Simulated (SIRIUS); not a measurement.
# HfN (Fm-3m) in SIRIUS: equation of state, part 3 of 3

SIRIUS 7.12.0. Earlier steps stand in the parts before.

### Step 5. Equation of state, PBEsol, 11.71 Å³/atom (volume scaled by 1.02)

sirius.json

```json
{
  "control": {
    "processing_unit": "cpu",
    "std_evp_solver_name": "lapack",
    "gen_evp_solver_name": "lapack",
    "verbosity": 2,
    "print_forces": false,
    "ortho_rf": true,
    "use_second_variation": true,
    "rmt_max": 3.0,
    "num_bands_to_print": 24,
    "save_wf": true
  },
  "parameters": {
    "electronic_structure_method": "full_potential_lapwlo",
    "xc_functionals": ["XC_GGA_X_PBE_SOL", "XC_GGA_C_PBE_SOL"],
    "core_relativity": "dirac",
    "valence_relativity": "iora",
    "num_fv_states": 25,
    "smearing": "fermi_dirac",
    "smearing_width": 0.0018374661,
    "pw_cutoff": 24,
    "gk_cutoff": 4.55,
    "lmax_apw": 13,
    "lmax_rho": 8,
    "lmax_pot": 8,
    "num_mag_dims": 0,
    "auto_rmt": 0,
    "ngridk": [10, 10, 10],
    "shiftk": [0, 0, 0],
    "num_dft_iter": 80,
    "energy_tol": 1e-07,
    "density_tol": 1e-05,
    "use_symmetry": true
  },
  "settings": {"tol_ne": 1e-10},
  "iterative_solver": {"type": "exact"},
  "mixer": {"type": "anderson", "beta": 0.5, "max_history": 8},
  "unit_cell": {
    "lattice_vectors": [[0.0, 4.2914562192, 4.2914562192], [4.2914562192, 0.0, 4.2914562192], [4.2914562192, 4.2914562192, 0.0]],
    "atom_types": ["Hf", "N"],
    "atom_files": {"Hf": "Hf.json", "N": "N.json"},
    "atoms": {"Hf": [[0.0, 0.0, 0.0]], "N": [[0.5, 0.5, 0.5]]}
  }
}
```

Hf.json

```json
{
  "name": "hafnium",
  "symbol": "Hf",
  "number": 72,
  "mass": 178.49,
  "rmin": 1e-06,
  "rmt": 2.56,
  "nrmt": 800,
  "rinf": 17.22,
  "core": "1s2s2p3s3p3d4s4p4d",
  "valence": [
    {"basis": [{"enu": 0.27, "dme": 0, "n": 0, "auto": 0}, {"enu": 0.27, "dme": 1, "n": 0, "auto": 0}]},
    {"l": 0, "n": 1, "basis": [{"enu": 0.37, "dme": 0, "n": 0, "auto": 0}]},
    {"l": 1, "n": 2, "basis": [{"enu": 0.37, "dme": 0, "n": 0, "auto": 0}]},
    {"l": 2, "n": 3, "basis": [{"enu": 0.37, "dme": 0, "n": 0, "auto": 0}]},
    {"l": 3, "n": 4, "basis": [{"enu": 0.37, "dme": 0, "n": 0, "auto": 0}]},
    {"l": 4, "n": 5, "basis": [{"enu": 0.37, "dme": 0, "n": 0, "auto": 0}]}
  ],
  "lo": [
    {"l": 0, "basis": [{"enu": 0.37, "dme": 0, "n": 0, "auto": 0}, {"enu": 0.37, "dme": 1, "n": 0, "auto": 0}]},
    {
      "l": 0,
      "basis": [{"enu": -1.9807, "dme": 0, "n": 5, "auto": 1}, {"enu": -1.9807, "dme": 1, "n": 5, "auto": 1}]
    },
    {
      "l": 0,
      "basis": [{"enu": -1.9807, "dme": 1, "n": 5, "auto": 1}, {"enu": 0.37, "dme": 0, "n": 0, "auto": 0}]
    },
    {"l": 0, "basis": [{"enu": 0.37, "dme": 0, "n": 0, "auto": 0}, {"enu": 2.8114, "dme": 0, "n": 0, "auto": 0}]},
    {"l": 1, "basis": [{"enu": 0.37, "dme": 0, "n": 0, "auto": 0}, {"enu": 0.37, "dme": 1, "n": 0, "auto": 0}]},
    {
      "l": 1,
      "basis": [{"enu": -0.833, "dme": 0, "n": 5, "auto": 1}, {"enu": -0.833, "dme": 1, "n": 5, "auto": 1}]
    },
    {"l": 1, "basis": [{"enu": -0.833, "dme": 1, "n": 5, "auto": 1}, {"enu": 0.37, "dme": 0, "n": 0, "auto": 0}]},
    {"l": 1, "basis": [{"enu": 0.37, "dme": 0, "n": 0, "auto": 0}, {"enu": 3.1776, "dme": 0, "n": 0, "auto": 0}]},
    {"l": 2, "basis": [{"enu": 0.37, "dme": 0, "n": 0, "auto": 0}, {"enu": 0.37, "dme": 1, "n": 0, "auto": 0}]},
    {"l": 2, "basis": [{"enu": 0.37, "dme": 1, "n": 0, "auto": 0}, {"enu": 0.37, "dme": 2, "n": 0, "auto": 0}]},
    {"l": 2, "basis": [{"enu": 0.37, "dme": 0, "n": 0, "auto": 0}, {"enu": 2.7504, "dme": 0, "n": 0, "auto": 0}]},
    {"l": 3, "basis": [{"enu": 0.37, "dme": 0, "n": 0, "auto": 0}, {"enu": 0.37, "dme": 1, "n": 0, "auto": 0}]},
    {
      "l": 3,
      "basis": [{"enu": -0.1573, "dme": 0, "n": 4, "auto": 1}, {"enu": -0.1573, "dme": 1, "n": 4, "auto": 1}]
    },
    {
      "l": 3,
      "basis": [{"enu": -0.1573, "dme": 1, "n": 4, "auto": 1}, {"enu": 0.37, "dme": 0, "n": 0, "auto": 0}]
    },
    {"l": 3, "basis": [{"enu": 0.37, "dme": 0, "n": 0, "auto": 0}, {"enu": 3.91, "dme": 0, "n": 0, "auto": 0}]},
    {"l": 4, "basis": [{"enu": 0.37, "dme": 0, "n": 0, "auto": 0}, {"enu": 0.37, "dme": 1, "n": 0, "auto": 0}]},
    {"l": 4, "basis": [{"enu": 0.37, "dme": 0, "n": 0, "auto": 0}, {"enu": 3.2997, "dme": 0, "n": 0, "auto": 0}]}
  ],
  "free_atom": [... radial grid and density of the free atom, the start of the SCF ...]
}
```

N.json

```json
{
  "name": "nitrogen",
  "symbol": "N",
  "number": 7,
  "mass": 14.0067,
  "rmin": 1e-06,
  "rmt": 1.54,
  "nrmt": 800,
  "rinf": 13.03,
  "core": "1s",
  "valence": [
    {"basis": [{"enu": 0.27, "dme": 0, "n": 0, "auto": 0}, {"enu": 0.27, "dme": 1, "n": 0, "auto": 0}]},
    {"l": 0, "n": 1, "basis": [{"enu": 0.2147, "dme": 0, "n": 0, "auto": 0}]},
    {"l": 1, "n": 2, "basis": [{"enu": 0.37, "dme": 0, "n": 0, "auto": 0}]},
    {"l": 2, "n": 3, "basis": [{"enu": 0.37, "dme": 0, "n": 0, "auto": 0}]},
    {"l": 3, "n": 4, "basis": [{"enu": 0.37, "dme": 0, "n": 0, "auto": 0}]}
  ],
  "lo": [
    {
      "l": 0,
      "basis": [{"enu": 0.2147, "dme": 0, "n": 0, "auto": 0}, {"enu": 0.2147, "dme": 1, "n": 0, "auto": 0}]
    },
    {
      "l": 0,
      "basis": [{"enu": 0.2147, "dme": 1, "n": 0, "auto": 0}, {"enu": 0.2147, "dme": 2, "n": 0, "auto": 0}]
    },
    {
      "l": 0,
      "basis": [{"enu": 0.2147, "dme": 0, "n": 0, "auto": 0}, {"enu": 5.2746, "dme": 0, "n": 0, "auto": 0}]
    },
    {"l": 1, "basis": [{"enu": 0.37, "dme": 0, "n": 0, "auto": 0}, {"enu": 0.37, "dme": 1, "n": 0, "auto": 0}]},
    {"l": 1, "basis": [{"enu": 0.37, "dme": 1, "n": 0, "auto": 0}, {"enu": 0.37, "dme": 2, "n": 0, "auto": 0}]},
    {"l": 1, "basis": [{"enu": 0.37, "dme": 0, "n": 0, "auto": 0}, {"enu": 6.1889, "dme": 0, "n": 0, "auto": 0}]},
    {"l": 2, "basis": [{"enu": 0.37, "dme": 0, "n": 0, "auto": 0}, {"enu": 0.37, "dme": 1, "n": 0, "auto": 0}]},
    {"l": 2, "basis": [{"enu": 0.37, "dme": 1, "n": 0, "auto": 0}, {"enu": 0.37, "dme": 2, "n": 0, "auto": 0}]},
    {"l": 2, "basis": [{"enu": 0.37, "dme": 0, "n": 0, "auto": 0}, {"enu": 6.9478, "dme": 0, "n": 0, "auto": 0}]},
    {"l": 3, "basis": [{"enu": 0.37, "dme": 0, "n": 0, "auto": 0}, {"enu": 0.37, "dme": 1, "n": 0, "auto": 0}]}
  ],
  "free_atom": [... radial grid and density of the free atom, the start of the SCF ...]
}
```

sirius_start.json

```json
{
  "control": {
    "processing_unit": "cpu",
    "std_evp_solver_name": "lapack",
    "gen_evp_solver_name": "lapack",
    "verbosity": 1,
    "print_forces": false,
    "ortho_rf": true,
    "use_second_variation": true,
    "rmt_max": 3.0,
    "num_bands_to_print": 24,
    "save_wf": false
  },
  "parameters": {
    "electronic_structure_method": "full_potential_lapwlo",
    "xc_functionals": ["XC_LDA_X", "XC_LDA_C_PW"],
    "core_relativity": "dirac",
    "valence_relativity": "iora",
    "num_fv_states": 25,
    "smearing": "fermi_dirac",
    "smearing_width": 0.0055123983,
    "pw_cutoff": 24,
    "gk_cutoff": 3.64,
    "lmax_apw": 13,
    "lmax_rho": 8,
    "lmax_pot": 8,
    "num_mag_dims": 0,
    "auto_rmt": 0,
    "ngridk": [4, 4, 4],
    "shiftk": [0, 0, 0],
    "num_dft_iter": 30,
    "energy_tol": 0.01,
    "density_tol": 0.05,
    "use_symmetry": true
  },
  "settings": {"tol_ne": 1e-10},
  "iterative_solver": {"type": "exact"},
  "mixer": {"type": "anderson", "beta": 0.5, "max_history": 8},
  "unit_cell": {
    "lattice_vectors": [[0.0, 4.2914562192, 4.2914562192], [4.2914562192, 0.0, 4.2914562192], [4.2914562192, 4.2914562192, 0.0]],
    "atom_types": ["Hf", "N"],
    "atom_files": {"Hf": "Hf.json", "N": "N.json"},
    "atoms": {"Hf": [[0.0, 0.0, 0.0]], "N": [[0.5, 0.5, 0.5]]}
  }
}
```

Launch:

```console
$ OMP_NUM_THREADS=1 sirius.scf --input=sirius_start.json --output=start.json
$ OMP_NUM_THREADS=1 sirius.scf --input=sirius.json --output=output.json --task=1
```

It took 3.3 min on 1 thread of AMD EPYC, shared host; peak memory 0.66 GiB.

Results (log left out):

- Free energy: -412197.5942 eV
- Band gap on the k mesh: none (metal or under the smearing width)
- All electrons inside the program's atomic spheres: Hf 70.10; N 5.76 (radii Hf 2.56, N 1.54 bohr)

### Step 6. Equation of state, PBEsol, 11.94 Å³/atom (volume scaled by 1.04)

sirius.json, as its differences from that of step 5:

```diff
@@ -39,3 +39,3 @@
   "unit_cell": {
-    "lattice_vectors": [[0.0, 4.2914562192, 4.2914562192], [4.2914562192, 0.0, 4.2914562192], [4.2914562192, 4.2914562192, 0.0]],
+    "lattice_vectors": [[0.0, 4.3193235988, 4.3193235988], [4.3193235988, 0.0, 4.3193235988], [4.3193235988, 4.3193235988, 0.0]],
     "atom_types": ["Hf", "N"],
```

Hf.json

```json
{
  "name": "hafnium",
  "symbol": "Hf",
  "number": 72,
  "mass": 178.49,
  "rmin": 1e-06,
  "rmt": 2.56,
  "nrmt": 800,
  "rinf": 17.22,
  "core": "1s2s2p3s3p3d4s4p4d",
  "valence": [
    {"basis": [{"enu": 0.26, "dme": 0, "n": 0, "auto": 0}, {"enu": 0.26, "dme": 1, "n": 0, "auto": 0}]},
    {"l": 0, "n": 1, "basis": [{"enu": 0.36, "dme": 0, "n": 0, "auto": 0}]},
    {"l": 1, "n": 2, "basis": [{"enu": 0.36, "dme": 0, "n": 0, "auto": 0}]},
    {"l": 2, "n": 3, "basis": [{"enu": 0.36, "dme": 0, "n": 0, "auto": 0}]},
    {"l": 3, "n": 4, "basis": [{"enu": 0.36, "dme": 0, "n": 0, "auto": 0}]},
    {"l": 4, "n": 5, "basis": [{"enu": 0.36, "dme": 0, "n": 0, "auto": 0}]}
  ],
  "lo": [
    {"l": 0, "basis": [{"enu": 0.36, "dme": 0, "n": 0, "auto": 0}, {"enu": 0.36, "dme": 1, "n": 0, "auto": 0}]},
    {
      "l": 0,
      "basis": [{"enu": -1.9907, "dme": 0, "n": 5, "auto": 1}, {"enu": -1.9907, "dme": 1, "n": 5, "auto": 1}]
    },
    {
      "l": 0,
      "basis": [{"enu": -1.9907, "dme": 1, "n": 5, "auto": 1}, {"enu": 0.36, "dme": 0, "n": 0, "auto": 0}]
    },
    {"l": 0, "basis": [{"enu": 0.36, "dme": 0, "n": 0, "auto": 0}, {"enu": 2.8014, "dme": 0, "n": 0, "auto": 0}]},
    {"l": 1, "basis": [{"enu": 0.36, "dme": 0, "n": 0, "auto": 0}, {"enu": 0.36, "dme": 1, "n": 0, "auto": 0}]},
    {
      "l": 1,
      "basis": [{"enu": -0.843, "dme": 0, "n": 5, "auto": 1}, {"enu": -0.843, "dme": 1, "n": 5, "auto": 1}]
    },
    {"l": 1, "basis": [{"enu": -0.843, "dme": 1, "n": 5, "auto": 1}, {"enu": 0.36, "dme": 0, "n": 0, "auto": 0}]},
    {"l": 1, "basis": [{"enu": 0.36, "dme": 0, "n": 0, "auto": 0}, {"enu": 3.1676, "dme": 0, "n": 0, "auto": 0}]},
    {"l": 2, "basis": [{"enu": 0.36, "dme": 0, "n": 0, "auto": 0}, {"enu": 0.36, "dme": 1, "n": 0, "auto": 0}]},
    {"l": 2, "basis": [{"enu": 0.36, "dme": 1, "n": 0, "auto": 0}, {"enu": 0.36, "dme": 2, "n": 0, "auto": 0}]},
    {"l": 2, "basis": [{"enu": 0.36, "dme": 0, "n": 0, "auto": 0}, {"enu": 2.7404, "dme": 0, "n": 0, "auto": 0}]},
    {"l": 3, "basis": [{"enu": 0.36, "dme": 0, "n": 0, "auto": 0}, {"enu": 0.36, "dme": 1, "n": 0, "auto": 0}]},
    {
      "l": 3,
      "basis": [{"enu": -0.1673, "dme": 0, "n": 4, "auto": 1}, {"enu": -0.1673, "dme": 1, "n": 4, "auto": 1}]
    },
    {
      "l": 3,
      "basis": [{"enu": -0.1673, "dme": 1, "n": 4, "auto": 1}, {"enu": 0.36, "dme": 0, "n": 0, "auto": 0}]
    },
    {"l": 3, "basis": [{"enu": 0.36, "dme": 0, "n": 0, "auto": 0}, {"enu": 3.9, "dme": 0, "n": 0, "auto": 0}]},
    {"l": 4, "basis": [{"enu": 0.36, "dme": 0, "n": 0, "auto": 0}, {"enu": 0.36, "dme": 1, "n": 0, "auto": 0}]},
    {"l": 4, "basis": [{"enu": 0.36, "dme": 0, "n": 0, "auto": 0}, {"enu": 3.2897, "dme": 0, "n": 0, "auto": 0}]}
  ],
  "free_atom": [... radial grid and density of the free atom, the start of the SCF ...]
}
```

N.json

```json
{
  "name": "nitrogen",
  "symbol": "N",
  "number": 7,
  "mass": 14.0067,
  "rmin": 1e-06,
  "rmt": 1.54,
  "nrmt": 800,
  "rinf": 13.03,
  "core": "1s",
  "valence": [
    {"basis": [{"enu": 0.26, "dme": 0, "n": 0, "auto": 0}, {"enu": 0.26, "dme": 1, "n": 0, "auto": 0}]},
    {"l": 0, "n": 1, "basis": [{"enu": 0.2048, "dme": 0, "n": 0, "auto": 0}]},
    {"l": 1, "n": 2, "basis": [{"enu": 0.36, "dme": 0, "n": 0, "auto": 0}]},
    {"l": 2, "n": 3, "basis": [{"enu": 0.36, "dme": 0, "n": 0, "auto": 0}]},
    {"l": 3, "n": 4, "basis": [{"enu": 0.36, "dme": 0, "n": 0, "auto": 0}]}
  ],
  "lo": [
    {
      "l": 0,
      "basis": [{"enu": 0.2048, "dme": 0, "n": 0, "auto": 0}, {"enu": 0.2048, "dme": 1, "n": 0, "auto": 0}]
    },
    {
      "l": 0,
      "basis": [{"enu": 0.2048, "dme": 1, "n": 0, "auto": 0}, {"enu": 0.2048, "dme": 2, "n": 0, "auto": 0}]
    },
    {
      "l": 0,
      "basis": [{"enu": 0.2048, "dme": 0, "n": 0, "auto": 0}, {"enu": 5.2646, "dme": 0, "n": 0, "auto": 0}]
    },
    {"l": 1, "basis": [{"enu": 0.36, "dme": 0, "n": 0, "auto": 0}, {"enu": 0.36, "dme": 1, "n": 0, "auto": 0}]},
    {"l": 1, "basis": [{"enu": 0.36, "dme": 1, "n": 0, "auto": 0}, {"enu": 0.36, "dme": 2, "n": 0, "auto": 0}]},
    {"l": 1, "basis": [{"enu": 0.36, "dme": 0, "n": 0, "auto": 0}, {"enu": 6.1789, "dme": 0, "n": 0, "auto": 0}]},
    {"l": 2, "basis": [{"enu": 0.36, "dme": 0, "n": 0, "auto": 0}, {"enu": 0.36, "dme": 1, "n": 0, "auto": 0}]},
    {"l": 2, "basis": [{"enu": 0.36, "dme": 1, "n": 0, "auto": 0}, {"enu": 0.36, "dme": 2, "n": 0, "auto": 0}]},
    {"l": 2, "basis": [{"enu": 0.36, "dme": 0, "n": 0, "auto": 0}, {"enu": 6.9378, "dme": 0, "n": 0, "auto": 0}]},
    {"l": 3, "basis": [{"enu": 0.36, "dme": 0, "n": 0, "auto": 0}, {"enu": 0.36, "dme": 1, "n": 0, "auto": 0}]}
  ],
  "free_atom": [... radial grid and density of the free atom, the start of the SCF ...]
}
```

sirius_start.json, as its differences from that of step 5:

```diff
@@ -39,3 +39,3 @@
   "unit_cell": {
-    "lattice_vectors": [[0.0, 4.2914562192, 4.2914562192], [4.2914562192, 0.0, 4.2914562192], [4.2914562192, 4.2914562192, 0.0]],
+    "lattice_vectors": [[0.0, 4.3193235988, 4.3193235988], [4.3193235988, 0.0, 4.3193235988], [4.3193235988, 4.3193235988, 0.0]],
     "atom_types": ["Hf", "N"],
```

Potentials or basis: all-electron FP-LAPW, apw+lo standard.

Launch:

```console
$ OMP_NUM_THREADS=1 sirius.scf --input=sirius_start.json --output=start.json
$ OMP_NUM_THREADS=1 sirius.scf --input=sirius.json --output=output.json --task=1
```

It took 3.3 min on 1 thread of AMD EPYC, shared host; peak memory 0.67 GiB.

The run converged. Its results:

```yaml
Free_energy: -412197.5670 eV
Band_gap_on_the_k_mesh: none (metal or under the smearing width)
All_electrons_inside_the_program's_atomic_spheres: Hf 70.05; N 5.75 (radii Hf 2.56, N 1.54 bohr)
```

### Step 7. Equation of state, PBEsol, 12.17 Å³/atom (volume scaled by 1.06)

sirius.json, as its differences from that of step 6:

```diff
@@ -39,3 +39,3 @@
   "unit_cell": {
-    "lattice_vectors": [[0.0, 4.3193235988, 4.3193235988], [4.3193235988, 0.0, 4.3193235988], [4.3193235988, 4.3193235988, 0.0]],
+    "lattice_vectors": [[0.0, 4.3468359559, 4.3468359559], [4.3468359559, 0.0, 4.3468359559], [4.3468359559, 4.3468359559, 0.0]],
     "atom_types": ["Hf", "N"],
```

Hf.json is that of step 6.

N.json is that of step 6.

sirius_start.json, as its differences from that of step 6:

```diff
@@ -39,3 +39,3 @@
   "unit_cell": {
-    "lattice_vectors": [[0.0, 4.3193235988, 4.3193235988], [4.3193235988, 0.0, 4.3193235988], [4.3193235988, 4.3193235988, 0.0]],
+    "lattice_vectors": [[0.0, 4.3468359559, 4.3468359559], [4.3468359559, 0.0, 4.3468359559], [4.3468359559, 4.3468359559, 0.0]],
     "atom_types": ["Hf", "N"],
```

Launch:

```console
$ OMP_NUM_THREADS=1 sirius.scf --input=sirius_start.json --output=start.json
$ OMP_NUM_THREADS=1 sirius.scf --input=sirius.json --output=output.json --task=1
```

It took 3.3 min on 1 thread of AMD EPYC, shared host; peak memory 0.67 GiB.

It converged, with:

| Property | Result |
| --- | --- |
| Free energy | -412197.5269 eV |
| Band gap on the k mesh | none (metal or under the smearing width) |
| All electrons inside the program's atomic spheres | Hf 70.00; N 5.73 (radii Hf 2.56, N 1.54 bohr) |

### Step 8. Equation of state, PBEsol

Potentials or basis: all-electron FP-LAPW, apw+lo standard.

This step only gathers the single runs of the series.

Results:

| Quantity | Value |
| --- | --- |
| Equilibrium volume | 11.41 Å³/atom |
| Bulk modulus | 284 GPa |
| Pressure derivative of the bulk modulus | 4.4 |

Energy against volume, from the lowest point:
```tsv
volume (Å³/atom)	energy (meV/atom)
10.793	31.75
11.023	11.65
11.252	1.45
11.482	0.00
11.712	6.55
11.941	20.16
12.171	40.18
```
